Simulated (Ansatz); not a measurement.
# GaAs (zincblende type): a single-point run

Aim: a sound single-point run of GaAs (zincblende type). The structure is shown as the input types it.

Computed with Ansatz 0.2.0 (DFT, PBEsol, PAW with other files of Ansatz's library (core large), scalar-relativistic, unless a step's input says otherwise).

## (1) The structure to begin with

The structure is cubic, space group F-43m (No. 216). Conventional cell: a = 5.254 Å, b = 5.254 Å, c = 5.254 Å, α = 90.00°, β = 90.00°, γ = 90.00°. Ga (site symmetry -43m) has 4 As at 2.27 Å in its first shell of neighbours. Around As (site symmetry -43m) lie 4 Ga at 2.27 Å.

Structure file:

```cif
data_structure
_symmetry_space_group_name_H-M 'F-43m'
_symmetry_Int_Tables_number 216
_cell_length_a 5.2538
_cell_length_b 5.2538
_cell_length_c 5.2538
_cell_angle_alpha 90.000
_cell_angle_beta 90.000
_cell_angle_gamma 90.000
_cell_volume 145.02
loop_
_atom_site_label
_atom_site_type_symbol
_atom_site_symmetry_multiplicity
_atom_site_Wyckoff_symbol
_atom_site_fract_x
_atom_site_fract_y
_atom_site_fract_z
_atom_site_occupancy
Ga1 Ga 4 a 0.00000 0.00000 0.00000 1
As1 As 4 d 0.25000 0.25000 0.75000 1
```

## (2) The run

The input, input.yaml:

```yaml
crystal:
  lattice:
    - [0.0, 2.6269058056, 2.6269058056]
    - [2.6269058056, 0.0, 2.6269058056]
    - [2.6269058056, 2.6269058056, 0.0]
  atoms:
    - { symbol: Ga, position: [0.0, 0.0, 0.0] }
    - { symbol: As, position: [0.25, 0.25, 0.25] }
kpoints:
  mp_grid: { grid: [1, 1, 1] }
scf:
  occupations: { method: fermi_dirac, width: 0.08 }
  max_iter: 75
hamiltonian:
  xc: pbesol
  pseudopotentials: { kind: paw, core: large }
output:
  forces: true
  stress: true
  eigenvalues: true
```

Run with:

```bash
$ ansatz run input.yaml --threads 1 --pin off --max-ram 2048MiB --backend cpu --events-out ev --progress --plain --runs-dir out
```

What happens when this is run?

This run ends as converged, with warnings (datasets by core). It gives a pressure of 105 GPa, which is large; a structure far from rest gives such values too, whatever the setting.

In the input, kpoints.mp_grid.grid is [1, 1, 1]. The zone is sampled at a single point, which suits only large cells or molecules.

To check: set kpoints.mp_grid.grid to [11, 11, 11].
